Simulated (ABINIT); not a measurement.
Ti:

```
Ti
1.0
     2.95000    0.00000    0.00000
    -1.47500    2.55477    0.00000
     0.00000    0.00000    4.68000
Ti
2
Direct
  0.66667 0.33333 0.75000
  0.33333 0.66667 0.25000
```

Base run:

- Program: ABINIT 10.8.3 (patched build)
- Functional: RPBE
- Potentials or basis: JTH PAW PBE v2.0
- Cutoff: 408 eV
- k mesh: 10 × 10 × 6
- Occupations: fermi-dirac, width 0.05 eV
- Spin: no spin polarisation

Its results: band gap on the k mesh none (metal or under the smearing width); pressure 1.8 GPa.

Problem. The run is repeated on the same cell with these changes: functional from RPBE to revPBE. What comes out?

Solution. Band gap on the k mesh none (metal or under the smearing width); pressure 1.0 GPa.

Caveats: the PAW data sets were made with another functional, which shifts forces and pressure a little.
